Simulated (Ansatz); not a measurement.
A run of Ansatz 0.2.0 is set up as follows.

Contents of input.yaml:

```yaml
crystal:
  lattice:
    - [6.33, 0.0, 0.0]
    - [0.0, 3.469, 0.0]
    - [-0.9467947088, 0.0, 13.8276237937]
  atoms:
    - { symbol: Te, position: [0.9437, 0.75, 0.6045] }
    - { symbol: Te, position: [0.0563, 0.25, 0.3955] }
    - { symbol: Te, position: [0.903, 0.25, 0.8514] }
    - { symbol: Te, position: [0.097, 0.75, 0.1486] }
    - { symbol: Te, position: [0.4112, 0.75, 0.8955] }
    - { symbol: Te, position: [0.5888, 0.25, 0.1045] }
    - { symbol: Te, position: [0.4432, 0.25, 0.6484] }
    - { symbol: Te, position: [0.5568, 0.75, 0.3516] }
    - { symbol: Mo, position: [0.8167, 0.75, 0.9926] }
    - { symbol: Mo, position: [0.1833, 0.25, 0.0074] }
    - { symbol: Mo, position: [0.6819, 0.25, 0.4934] }
    - { symbol: Mo, position: [0.3181, 0.75, 0.5066] }
hamiltonian:
  xc: rpbe
  pseudopotentials: { kind: paw }
  dispersion: d4
kpoints:
  mp_grid: { grid: [4, 8, 2] }
scf:
  occupations: { method: fermi_dirac, width: 0.05 }
output:
  forces: true
  stress: true
relax:
  f_tol: 0.01
  max_steps: 40
  cell: { stress_tol: 0.05 }
```

Potentials or basis: Ansatz PAW.

Run with:

```bash
$ ansatz run input.yaml --threads 2 --pin off --max-ram 5120MiB --backend cpu --events-out ev --progress --plain --runs-dir out
```

Question: Estimate the relaxed cell.

Answer: a = 6.303 Å, b = 3.459 Å, c = 13.071 Å, α = 90.00°, β = 94.31°, γ = 90.00°.

Question: Estimate the space group after relaxing (to 0.05 Å).

Answer: P2_1/m (No. 11).

Question: Predict the relaxed volume.

Answer: 23.68 Å³/atom.

The path:
```
step  energy change (eV)  largest force (eV/Å)  volume (Å³)
   1              0.0000                0.2037       303.64
   2             -0.1476                0.0527       291.98
   3             -0.2024                0.1127       286.95
   4             -0.2107                0.0329       284.30
   5             -0.2109                0.0073       284.13
   6             -0.2069                0.0073       284.13
```

Caveat: the plane-wave basis is chosen anew once the cell has moved, so the energies of steps on either side of that aren't comparable; the PAW data sets come from PBE, with cores solved anew for the run's functional, which leaves a small shift of forces and pressure. Spin-orbit coupling is left out, which matters for the levels of Te.
